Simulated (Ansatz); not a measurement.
**KBr: how the settings move a single-point run**

Aim: see which settings change the result for KBr, by how much, and at what cost.

Method: reference: DFT, HSE06, plane waves, PAW, in Ansatz 0.2.0.

7 further runs of the same task are left out: 2 for a known fault of the program, 5 that didn't finish.

**1. The starting structure**

Symmetry: Fm-3m, No. 225, cubic system. The conventional cell has a = 6.605 Å, b = 6.605 Å, c = 6.605 Å, α = 90.00°, β = 90.00°, γ = 90.00°. Around K (site symmetry m-3m) lie 6 Br at 3.30 Å. Br (site symmetry m-3m) has 6 K at 3.30 Å as nearest neighbours.

As a file:

```
K Br
1.0
     0.00000    3.30244    3.30244
     3.30244    0.00000    3.30244
     3.30244    3.30244    0.00000
K Br
1 1
Direct
  0.00000 0.00000 0.00000
  0.50000 0.50000 0.50000
```

**2. Baseline**

input.yaml reads:

```yaml
crystal:
  lattice:
    - [0.0, 3.3024386828, 3.3024386828]
    - [3.3024386828, 0.0, 3.3024386828]
    - [3.3024386828, 3.3024386828, 0.0]
  atoms:
    - { symbol: K, position: [0.0, 0.0, 0.0] }
    - { symbol: Br, position: [0.5, 0.5, 0.5] }
kpoints:
  mp_grid: { grid: [4, 4, 4] }
hamiltonian:
  xc: hse06
scf:
  occupations: { method: fixed }
  n_extra_bands: 4
output:
  forces: true
  stress: true
  eigenvalues: true
```

On the command line:

```
> ansatz run input.yaml --threads 4 --pin off --max-ram 3686MiB --backend cpu --events-out ev --progress --plain --runs-dir out
```

**3. Changing settings: occupations.method cold, occupations.width 0.2**

Changes to input.yaml since step 2:

```diff
@@ -13,3 +13,3 @@
 scf:
-  occupations: { method: fixed }
+  occupations: { method: cold, width: 0.2 }
   n_extra_bands: 4
```

**4. Changing settings: occupations.method gaussian, occupations.width 0.5**

Changes to input.yaml since step 2:

```diff
@@ -13,3 +13,3 @@
 scf:
-  occupations: { method: fixed }
+  occupations: { method: gaussian, width: 0.5 }
   n_extra_bands: 4
```

Q: Predict the outcome of this session. Wanted: for each run, ending; energy change; pressure; gap; force.

As calculated:

```csv
run,ending,energy change,pressure (GPa),gap (eV),force (eV/Å),cycles,time
reference,converged,0,0.4,5.60,0.00,10,9 s
"1: occupations.method cold, occupations.width 0.2",converged,0.0 meV/atom (σ→0),0.4,5.60,0.00,10,9.2 s
"2: occupations.method gaussian, occupations.width 0.5",converged,0.0 meV/atom (σ→0),0.4,5.60,0.00,-,9.3 s
```

Residual by cycle in the longest SCF loop of each run; runs are numbered as in the table. The quantity is the density residual dr2, in eV.

```csv
cycle,reference,run 1,run 2
1,0.00484,0.00486,0.00486
2,7.3e-4,7.3e-4,7.3e-4
3,1.5e-4,1.5e-4,1.5e-4
4,2.0e-6,2.1e-6,2.1e-6
5,6.7e-7,6.3e-7,6.3e-7
```

**Reading.** Of the converged runs whose energies compare with the reference's, none moves it noticeably.
